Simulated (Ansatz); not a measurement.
# V (P6_3/mmc) in Ansatz: reference runs, part 2 of 2

Ansatz 0.2.0.

**3. Equation of state, PBE, collinear spin, ferromagnetic start**

Potentials or basis: all-electron LAPW, scalar-relativistic.

No new run: the results of the series are fitted here.

What came out:

| Property | Result |
| --- | --- |
| Equilibrium volume | 13.83 Å³/atom |
| Bulk modulus at fixed shape and positions | 173 GPa |
| Pressure derivative of the bulk modulus | 3.9 |

Energy against volume, from the lowest point:
```
volume (Å³/atom)  energy (meV/atom)
          13.039              26.48
          13.317              10.66
          13.594               2.06
          13.872               0.00
          14.149               3.86
          14.427              13.07
          14.704              27.14
```

Caveat: the cell was scaled at fixed shape and fractional positions, which overstates the stiffness of a crystal with free parameters, most of all of layers and chains; the starting moments weren't kept.

**4. Single point, PBE, collinear spin, ferromagnetic start (atoms moved at random, drawn with an rms of 0.05 Å)**

input.yaml

```yaml
crystal:
  lattice:
    - [2.6042941027, 0.0, 0.0]
    - [-1.3021470513, 2.2553848518, 0.0]
    - [0.0, 0.0, 4.723336]
  atoms:
    - { symbol: V, position: [0.33739, 0.668062, 0.248282], spin: 2.0 }
    - { symbol: V, position: [0.664085, 0.335285, 0.742318], spin: 2.0 }
kpoints:
  mp_grid: { grid: [12, 12, 6] }
scf:
  occupations: { method: fermi_dirac, width: 0.05 }
hamiltonian:
  xc: pbe
  pseudopotentials: { kind: all_electron, lapw: { basis_error: 0.001 } }
magnetization:
  spin_polarized: true
output:
  forces: true
  stress: true
  eigenvalues: true
  populations: true
```

Potentials or basis: all-electron LAPW, scalar-relativistic.

Run with:

```bash
ansatz run input.yaml --threads 2 --pin off --max-ram 6144MiB --backend cpu --events-out ev --progress --plain --runs-dir out
```

Standard output:

```text
Warning: RAYON_NUM_THREADS=2 ignored (pool sized by the plan → 2); use --threads N
V: projections on atomic orbitals take those of the free atom 1s2 2s2 2p6 3s2 3p6 3d3 4s2, of charge +0.00 (hamiltonian.pseudopotentials.projection_atoms)
LAPW: plane waves up to 8.290 Å⁻¹, error target 1.0e-3 eV per atom; small_component_spin mean_spin; V in spheres of 1.302 Å, 13 of its electrons in bands, Dirac shells [] (how accurate: hamiltonian.pseudopotentials.lapw.basis_error, Limitations)
Engine: ansatz 0.2.0, x86_64-unknown-linux-gnu
Pseudopotentials: kind: all_electron
Pseudopotential: V, LAPW, valence charge 13, lapw/all_electron/scalar/gaussian/V, Koelling and Harmon's equation, gaussian nucleus
Functional definition: PBE
  parameter kappa = 0.804
  parameter beta = 0.06672455060314922
  exchange = pbe_x(kappa = kappa, mu = beta*pi^2/3)
  correlation = pbe_c(beta = beta)
Crystal: 2 atoms, lattice volume = 27.743 Å³
Basis set: ecut = 261.8403573597997 eV, 259 PW (Γ), exchange–correlation at level 2
Bands: 19, of which v1, the nominal top of the filled ones, is band 13 counted from 1 (12 counted from 0)
Symmetry: 2 space group operations
Space group: P-1 (ITA 2), of the structure as read, at distance tolerance 3.0e-5 Å
Magnetic group: BNS 2.4 (UNI 4), of the structure as read, at distance tolerance 3.0e-5 Å
k-points: 436 of 864
Non-local potential: V, projectors of the file, none
Initial density: superposition of atomic densities (chi_scale 0.1, normalization cell)
Starting moments: Σ|m| = 4 μB on 2 of 2 sites
Initial wavefunctions: plane waves of lowest kinetic energy (no species holds an atomic orbital)
Functional: x = pbe(κ = 0.804, μ = 0.2195149727645171), c = pbe(β = 0.06672455060314922)
iter 1 solved again at ethr=5.41e-4 eV; its pass at ethr=1.00e-1 eV (dr2=1.41e-1 eV) is discarded
SCF iter   1: F=—  HF=-51663.918806 eV  |F-HF|=—  |Δ(HF+E_count)|=         —  Δρ=6.45e-2 (↑6.45e-2 ↓5.43e-2)  dr2=1.41e-1  dr2_m=8.51e-1  M=1.158 μB ∫|m|=1.159 μB  β_m=0.30  ethr=5.41e-4  ⟨swp⟩=2.8  Hψ=112391  notcnv=0
Mixer restart at iter 1: flushing history
[... 17 lines left out ...]
SCF converged after 13 iterations
Magnetization: -0.0000 μB (13.0000 up, 13.0000 down)
Absolute magnetization: 0.0000 μB (∫|ρ↑−ρ↓|)
Spin contamination: 0.0000 ħ² per cell (⟨S²⟩ above its minimum at these occupations)
Per-site moments (μB) at R_I (Å): [(-7.919384401589014e-7, 1.3021470319061912), (-7.919384401589014e-7, 1.3021470319061912)]
Free energy (F): -51663.682411 eV
Harris-Foulkes:  -51663.682411 eV  (|F-HF|=1.46e-11)
Internal energy: -51663.656314 eV  (E = F + TS)
E sigma→0 (E₀):  -51663.669363 eV
Entropy (-TS):   -0.026097 eV (-13.049 meV/atom)
Fermi energy:    16.837224 eV
--- Per-component energies (eV) ---
  E_band       = -288.509838
  E_kinetic    = 52212.749931
  E_xc         = -2472.571273
  E_electrostatic = -101403.834972  (all electrons and nuclei)
  E_smearing   = -0.026097  (= −TS)
  E_closure    = 0.000000  (closes the sum)
  E_atoms      = -51647.367143  (free atoms, spherical and without spin; not in F)
  Σ components = -51663.682411   (vs F -51663.682411, Δ=0.00e0)
  Basis errors (estimates in eV, not in F): energy 2.3e-4 per atom: plane waves 2.0e-4 (1.0e-4 summed), levels above the bands 2.7e-24, relativity 1.0e-8, radial functions 3.7e-5, core shells 1.0e-7; eigenvalues (radial functions only) 9.5e-7; not estimated: angular momenta, meshes, grids; target (lapw.basis_error) 1.0e-3; muffin-tin radii V 1.302 Å
--- Forces (eV/Å), atoms counted from 1 ---
  atom   1  V      0.01583646    -0.00007058    -0.27036896
  atom   2  V     -0.01583646     0.00007058     0.27036896
  max |Σ_I F_I| component: 0.00e0 eV/Å
--- Stress (GPa, compression-positive) ---
       -0.130032      -0.373170      -0.042947
       -0.373170      -0.187797       0.002533
       -0.042947       0.002533      -1.187835
  P = ⅓ Tr σ = -0.5019 GPa (-5.019 kbar)
--- Band table (eV; the first three rows and the last of 872) ---
  k-point 0 ↑: bands = ["-47.1677", "-47.0603", "-21.2670", "-20.6307", "-20.4933", "-20.4923", "-20.4376", "-20.4332", "9.9765", "13.3946", "16.2442", "16.6003", "17.1641", "17.1764", "17.4754", "17.4912", "18.6535", "18.7008", "19.6995"]
  k-point 1 ↑: bands = ["-47.1607", "-47.0675", "-21.2259", "-20.6744", "-20.4893", "-20.4887", "-20.4412", "-20.4372", "10.1981", "13.2415", "16.1460", "16.3052", "17.1515", "17.1607", "17.4259", "17.4413", "18.7651", "18.8089", "19.6703"]
  k-point 2 ↑: bands = ["-47.1415", "-47.0869", "-21.1129", "-20.7924", "-20.4789", "-20.4786", "-20.4510", "-20.4480", "10.8271", "12.6697", "15.8254", "16.0195", "17.1514", "17.1531", "17.3123", "17.3253", "19.0333", "19.0656", "19.5621"]
  k-point 435 ↓: bands = ["-46.9533", "-46.9500", "-21.3619", "-21.3553", "-20.7753", "-20.7633", "-20.6653", "-20.6542", "13.5642", "13.5905", "14.9987", "15.0898", "18.4291", "18.4667", "18.4962", "18.5583", "20.4092", "20.4204", "20.4246"]
--- Löwdin populations: 2 sites ---
  site symbol       q [e]    m [muB]
     0      V     22.8732    -0.0000
     1      V     22.8732    -0.0000
  spilling = 0.005513 (of n_electrons = 46.000000)
```

populations.tsv:

```text
# site	symbol	l	j	q_up	q_dn
# orbitals = lowdin
# n_electrons = 46.000000
# spilling = 0.005513
# projection_atom_V: 1s2 2s2 2p6 3s2 3p6 3d3 4s2
0	V	0_1S	-	0.999987	0.999987
0	V	0_2S	-	0.999277	0.999277
0	V	0_3S	-	0.981642	0.981642
0	V	0_4S	-	0.434315	0.434316
0	V	1_2P	-	2.999991	2.999991
0	V	1_3P	-	2.995529	2.995529
0	V	2_3D	-	2.025855	2.025856
1	V	0_1S	-	0.999987	0.999987
1	V	0_2S	-	0.999277	0.999277
1	V	0_3S	-	0.981642	0.981642
1	V	0_4S	-	0.434315	0.434316
1	V	1_2P	-	2.999991	2.999991
1	V	1_3P	-	2.995529	2.995529
1	V	2_3D	-	2.025855	2.025856
```

It took 30 s on 2 threads of AMD EPYC 9R45 (Zen 5), shared host; peak memory 1.3 GiB.

What came out:

```
Free energy            : -51663.6824 eV
Pressure               : -0.5 GPa
Largest force          : 0.271 eV/Å
Band gap on the k mesh : none (metal or under the smearing width)
Net moment             : 0.00 μB per cell
Absolute moment        : 0.00 μB per cell
```

Forces on the atoms (eV/Å):
```
V    0.016  0.000 -0.270
V   -0.016  0.000  0.270
```

Levels at points of the mesh, in eV from the Fermi level:
Spin up:
| k point | band 11 | band 12 | band 13 | band 14 | band 15 | band 16 |
| --- | --- | --- | --- | --- | --- | --- |
| (0.00, 0.00, 0.00) | -0.59 | -0.24 | 0.33 | 0.34 | 0.64 | 0.65 |
| (0.00, 0.00, -0.50) | -1.10 | -0.95 | 0.36 | 0.37 | 0.37 | 0.38 |
| (0.00, -0.50, 0.00) | -2.70 | -0.36 | -0.19 | 0.30 | 0.63 | 2.96 |
| (0.00, -0.50, -0.50) | -1.84 | -1.75 | 1.57 | 1.62 | 1.63 | 1.72 |
| (-0.50, 0.00, 0.00) | -2.73 | -0.31 | -0.17 | 0.30 | 0.62 | 2.97 |
| (-0.50, 0.00, -0.50) | -1.85 | -1.75 | 1.57 | 1.60 | 1.60 | 1.72 |
| (-0.50, -0.50, 0.00) | -2.67 | -0.42 | -0.21 | 0.29 | 0.63 | 2.96 |
| (-0.50, -0.50, -0.50) | -1.84 | -1.75 | 1.59 | 1.63 | 1.66 | 1.72 |
Spin down:
| k point | band 9 | band 10 | band 11 | band 12 | band 13 | band 14 | band 15 | band 16 | band 17 | band 18 |
| --- | --- | --- | --- | --- | --- | --- | --- | --- | --- | --- |
| (0.00, 0.00, 0.00) | -6.86 | -3.44 | -0.59 | -0.24 | 0.33 | 0.34 | 0.64 | 0.65 | 1.82 | 1.86 |
| (0.00, 0.00, -0.50) | -5.12 | -5.08 | -1.10 | -0.95 | 0.36 | 0.37 | 0.37 | 0.38 | 2.47 | 2.48 |
| (0.00, -0.50, 0.00) | -2.94 | -2.85 | -2.70 | -0.36 | -0.19 | 0.30 | 0.63 | 2.96 | 3.52 | 3.63 |
| (0.00, -0.50, -0.50) | -3.26 | -3.24 | -1.84 | -1.75 | 1.57 | 1.62 | 1.63 | 1.72 | 3.57 | 3.58 |
| (-0.50, 0.00, 0.00) | -2.94 | -2.87 | -2.73 | -0.31 | -0.17 | 0.30 | 0.62 | 2.97 | 3.52 | 3.62 |
| (-0.50, 0.00, -0.50) | -3.25 | -3.23 | -1.85 | -1.75 | 1.57 | 1.60 | 1.60 | 1.72 | 3.57 | 3.58 |
| (-0.50, -0.50, 0.00) | -2.94 | -2.84 | -2.67 | -0.42 | -0.21 | 0.29 | 0.63 | 2.96 | 3.51 | 3.63 |
| (-0.50, -0.50, -0.50) | -3.27 | -3.25 | -1.84 | -1.75 | 1.59 | 1.63 | 1.66 | 1.72 | 3.57 | 3.58 |

Caveat: the starting moments weren't kept.

**5. Overview**

| task | cell | cutoff (eV) | basis error allowed | gap on the mesh (eV) | pressure (GPa) | moment (μB) |
| --- | --- | --- | --- | --- | --- | --- |
| single point | as given | 262 | 0.001 eV/atom | none | -0.6 | 0.00 |
| equation of state | as given | - | 0.0005 eV/atom | - | - | - |
| single point | atoms moved at random, drawn with an rms of 0.05 Å | 262 | 0.001 eV/atom | none | -0.5 | 0.00 |

Alike in all rows: level PBE; potentials or basis all-electron LAPW, scalar-relativistic; spin collinear, ferromagnetic start; k mesh 12 × 12 × 6; smearing fermi-dirac 0.05 eV.

Caveats: the starting moments weren't kept; the cell was scaled at fixed shape and fractional positions, which overstates the stiffness of a crystal with free parameters, most of all of layers and chains (some runs).

Compare energies only between runs with the same functional and basis.
